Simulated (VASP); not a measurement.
# Settings for MgO: self-consistent run

MgO, P1 (no. 1), 72 atoms in the cell. PBE; PAW potentials Mg, O (PBE set). VASP 6.6.1.

Wanted: energy within 0.5 meV/atom; forces within 0.003 eV/Å.

What the run is for: forces in a large cell; Accuracy asked: tight; Cell repeated: 3 × 3 × 4.

POSCAR:
```
MgO
1.0
    0.0000000000      6.2910041781      6.2910041781
    6.2910041781      0.0000000000      6.2910041781
    8.3880055708      8.3880055708      0.0000000000
Mg O
36 36
Direct
   -0.0065480000      0.0039600000     -0.0001460000
   -0.0012610000     -0.0047620000      0.2518790000
    0.0014720000     -0.0074120000      0.5022470000
    0.0016050000      0.0009310000      0.7505410000
   -0.0034190000      0.3358600000     -0.0019200000
    0.0010720000      0.3270460000      0.2497780000
    0.0000470000      0.3363700000      0.4984830000
   -0.0009380000      0.3281140000      0.7589290000
   -0.0021750000      0.6707680000      0.0036910000
   -0.0032990000      0.6755010000      0.2480500000
    0.0034450000      0.6646710000      0.5023240000
    0.0010850000      0.6620780000      0.7527710000
    0.3366540000     -0.0008670000     -0.0001920000
    0.3322240000     -0.0001150000      0.2479360000
    0.3325930000      0.0001830000      0.4945880000
[... 44 lines left out ...]
    0.5033400000      0.8290220000      0.8755560000
    0.8336290000      0.1659200000      0.1233390000
    0.8344820000      0.1642200000      0.3771010000
    0.8379310000      0.1637770000      0.6269340000
    0.8353910000      0.1689640000      0.8713890000
    0.8364430000      0.5008240000      0.1190180000
    0.8359250000      0.4983020000      0.3735250000
    0.8346020000      0.4980390000      0.6269950000
    0.8387430000      0.4968170000      0.8741930000
    0.8383390000      0.8335760000      0.1236020000
    0.8398100000      0.8288680000      0.3750310000
    0.8340270000      0.8404300000      0.6211770000
    0.8352720000      0.8350730000      0.8672690000
```

The series start from Plane-wave cutoff (eV): 460; Projection operators (LREAL): Auto, ROPT -0.00025; Precision mode (PREC): Normal; Electronic threshold (eV): 1e-5; Parallel layout: defaults; Program: vasp_std; Electronic algorithm: ALGO=Normal; Bands a block (NSIM): NSIM=4; Data layout and linear algebra: defaults. Each series keeps the choices made before it, and each single choice may use up half of a tolerance.

## Plane-wave cutoff (eV)

| Plane-wave cutoff (eV) | Energy less reference (meV/atom) | Forces, largest deviation (eV/Å) | SCF iterations | Time (s) |
|---|---|---|---|---|
| 360 | -27.29 | 0.0611 | 15 | 20 |
| 400 | -10.93 | 0.0100 | 15 | 22 |
| 460 | 0.12 | 0.0059 | 15 | 30 |
| 520 | 2.40 | 0.0103 | 15 | 26 |
| 640 (reference) | 0.00 | 0.0000 | 15 | 36 |

Chosen: 640; the next looser run is off by more than half of the tolerance, so convergence isn't shown beyond this value.

## Projection operators (LREAL)

| Projection operators (LREAL) | Energy less reference (meV/atom) | Forces, largest deviation (eV/Å) | SCF iterations | Time (s) |
|---|---|---|---|---|
| Auto, ROPT -0.005 | -5.36 | 0.1810 | 15 | 31 |
| Auto, ROPT -0.002 | -0.31 | 0.0625 | 15 | 32 |
| Auto, ROPT -0.001 | -0.15 | 0.0249 | 15 | 36 |
| Auto, ROPT -0.0005 | 0.00 | 0.0051 | 15 | 43 |
| Auto, ROPT -0.00025 | 0.00 | 0.0036 | 15 | 36 |
| Auto, ROPT -0.0001 | -0.13 | 0.0011 | 15 | 42 |
| False (reference) | 0.00 | 0.0000 | 15 | 80 |

Chosen: Auto, ROPT -0.0001, the loosest value from which every tighter one stays within half of the tolerance.

## Precision mode (PREC)

| Precision mode (PREC) | Energy less reference (meV/atom) | Forces, largest deviation (eV/Å) | SCF iterations | Time (s) |
|---|---|---|---|---|
| SingleN | -0.52 | 0.0094 | 15 | 38 |
| Normal | -0.01 | 0.0013 | 15 | 42 |
| Accurate (reference) | 0.00 | 0.0000 | 15 | 100 |

Chosen: Normal.

## Electronic threshold (eV)

| Electronic threshold (eV) | Energy less reference (meV/atom) | Forces, largest deviation (eV/Å) | SCF iterations | Time (s) |
|---|---|---|---|---|
| 0.001 | -0.01 | 0.0077 | 11 | 30 |
| 0.0001 | 0.00 | 0.0009 | 13 | 31 |
| 1e-5 | 0.00 | 0.0005 | 15 | 42 |
| 1e-6 | 0.00 | 0.0002 | 17 | 45 |
| 1e-7 (reference) | 0.00 | 0.0000 | 19 | 54 |

Chosen: 0.0001.

## Parallel layout

| Parallel layout | Energy less reference (meV/atom) | Forces, largest deviation (eV/Å) | SCF iterations | Time (s) |
|---|---|---|---|---|
| defaults | 0.00 | 0.0000 | 13 | 31 |
| NCORE=2 | 0.00 | 0.0000 | 13 | 37 |
| NCORE=4 | 0.00 | 0.0002 | 13 | 32 |
| NCORE=8 | 0.00 | 0.0002 | 13 | 29 |
| NPAR=2 | 0.00 | 0.0002 | 13 | 35 |

Chosen: defaults; no other choice that stays within half of the tolerance saves 30 % of the time.

## Program

| Program | Energy less reference (meV/atom) | Forces, largest deviation (eV/Å) | SCF iterations | Time (s) |
|---|---|---|---|---|
| vasp_std | 0.00 | 0.0000 | 13 | 31 |
| vasp_gam | 0.00 | 0.0006 | 13 | 32 |

Chosen: vasp_std.

## Electronic algorithm

| Electronic algorithm | Energy less reference (meV/atom) | Forces, largest deviation (eV/Å) | SCF iterations | Time (s) |
|---|---|---|---|---|
| ALGO=Normal | 0.00 | 0.0000 | 13 | 31 |
| ALGO=Fast | 0.00 | 0.0014 | 13 | 29 |
| ALGO=VeryFast | 0.00 | 0.0025 | 19 | 30 |
| ALGO=All ISEARCH=1 | 0.00 | 0.0011 | 15 | 34 |

Chosen: ALGO=Normal.

## Bands a block (NSIM)

| Bands a block (NSIM) | Energy less reference (meV/atom) | Forces, largest deviation (eV/Å) | SCF iterations | Time (s) |
|---|---|---|---|---|
| NSIM=4 | 0.00 | 0.0000 | 13 | 31 |
| NSIM=1 | 0.00 | 0.0000 | 13 | 34 |
| NSIM=2 | 0.00 | 0.0000 | 13 | 33 |
| NSIM=8 | 0.00 | 0.0002 | 13 | 31 |
| NSIM=16 | 0.00 | 0.0003 | 13 | 32 |

Chosen: NSIM=4.

## Data layout and linear algebra

| Data layout and linear algebra | Energy less reference (meV/atom) | Forces, largest deviation (eV/Å) | SCF iterations | Time (s) |
|---|---|---|---|---|
| defaults | 0.00 | 0.0000 | 13 | 31 |
| LPLANE=False | 0.00 | 0.0000 | 13 | 30 |
| LSCALAPACK=False | 0.00 | 0.0000 | 13 | 30 |
| LSCALU=True | 0.00 | 0.0000 | 13 | 30 |

Chosen: defaults.

## All choices together

| Input | Energy less reference (meV/atom) | Forces, largest deviation (eV/Å) | Time (s) |
|---|---|---|---|
| the program's defaults (naive) | -10.53 | 0.0087 | 21 |
| chosen settings | -0.14 | 0.0019 | 31 |
| reference settings throughout | 0.00 | 0.0000 | 107 |

The chosen settings stay within the tolerance of the reference run, but the reference itself isn't shown to be converged in: Plane-wave cutoff (eV).

## The input

INCAR:
```
ALGO     = Normal         # electronic algorithm
EDIFF    = 1E-4           # SCF threshold, eV
EFERMI   = MIDGAP       
ENCUT    = 640            # plane-wave cutoff, eV
GGA      = PE             # functional
GGA_COMPAT= F            
ISIF     = 2              # what is computed and relaxed
ISMEAR   = 0              # smearing method
ISYM     = 0            
LASPH    = T              # aspherical terms in the spheres
LCHARG   = F              # write CHGCAR
LREAL    = Auto         
LWAVE    = F              # write WAVECAR
NELM     = 120            # most SCF steps
NSIM     = 4            
PREC     = Normal         # precision mode
ROPT     = -0.0001 -0.0001
SIGMA    = 0.03           # smearing width, eV
```

KPOINTS:
```
k-points
0
Gamma
  1 1 1
```

Commands:
```
cat potpaw_PBE.64/Mg/POTCAR potpaw_PBE.64/O/POTCAR > POTCAR
mpirun -np 8 vasp_std > vasp.out
```

Limits: Only the k mesh 1 × 1 × 1 was run, so its error is untested.

The chosen input took VASP 6.6.1 31 s on 8 cores (Intel Xeon Platinum 8488C (Sapphire Rapids)), a shared host.

## An input that fails: Gamma-only program on a mesh of k points

VASP's message: You are using the Gamma-point-only version with more than one k-point or some other non-Gamma k-point.

k mesh: 1 × 1 × 1 becomes 2 × 2 × 2.

Changes against the starting input:
```
- NELM = 120
+ NELM = 68
- vasp_std
+ vasp_gam
(KPOINTS)
-k-points
+Automatic mesh
-  1 1 1
+  2 2 2
+  0 0 0
```
